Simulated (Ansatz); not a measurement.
Input of an Ansatz 0.2.0 run:

Contents of input.yaml:

```yaml
crystal:
  lattice:
    - [0.0, 1.9156, 1.9156]
    - [1.9156, 0.0, 1.9156]
    - [1.9156, 1.9156, 0.0]
  atoms:
    - { symbol: Ir, position: [0.0, 0.0, 0.0] }
kpoints:
  mp_grid: { grid: [9, 9, 9] }
  band_path:
    path:
      - [0.0, 0.0, 0.0]
      - [0.5, 0.0, 0.5]
      - [0.5, 0.25, 0.75]
      - [0.375, 0.375, 0.75]
      - [0.0, 0.0, 0.0]
      - [0.5, 0.5, 0.5]
      - [0.625, 0.25, 0.625]
      - [0.5, 0.25, 0.75]
    npoints: 8
scf:
  occupations: { method: fermi_dirac, width: 0.05 }
hamiltonian:
  xc: pbesol
  pseudopotentials: { kind: all_electron, lapw: { basis_error: 0.001 } }
magnetization:
  noncollinear: true
  spin_orbit: true
output:
  forces: true
  stress: true
  eigenvalues: true
```

Potentials or basis: all-electron LAPW, relativistic spinors.

The run is started by

```bash
$ ansatz run input.yaml --threads 1 --pin off --max-ram 3072MiB --backend cpu --events-out ev --progress --plain --runs-dir out
```

Question: Estimate the band gap along the path.

Answer: None (metal or under the smearing width).

Question: What does it give for the pressure?

Answer: -0.2 GPa.

Levels at the corners of the path, in eV from the Fermi level:
```
point  band 36  band 37  band 38  band 39  band 40  band 41  band 42  band 43  band 44  band 45
    Γ    -4.29    -4.29    -4.29    -3.46    -3.46    -1.06    -1.06    -1.06    -1.06    13.53
    X    -7.48     0.75     0.75     1.18     1.18     1.35     1.35     2.08     2.08    10.64
    W    -5.05    -5.01    -5.01    -1.77    -1.77     1.56     1.56     8.14     8.14     8.20
    K    -6.13    -3.07    -3.07    -0.90    -0.90     0.72     0.72     6.16     6.16     7.67
    Γ    -4.29    -4.29    -4.29    -3.46    -3.46    -1.06    -1.06    -1.06    -1.06    13.53
    L    -4.51    -3.64    -3.64    -0.99    -0.99     0.67     0.67     1.26     1.26     7.40
    U    -6.13    -3.07    -3.07    -0.90    -0.90     0.72     0.72     6.16     6.16     7.67
    W    -5.05    -5.01    -5.01    -1.77    -1.77     1.56     1.56     8.14     8.14     8.20
```

Caveat: the k mesh is thin for a metal, which can move the energy by tens of meV per atom.
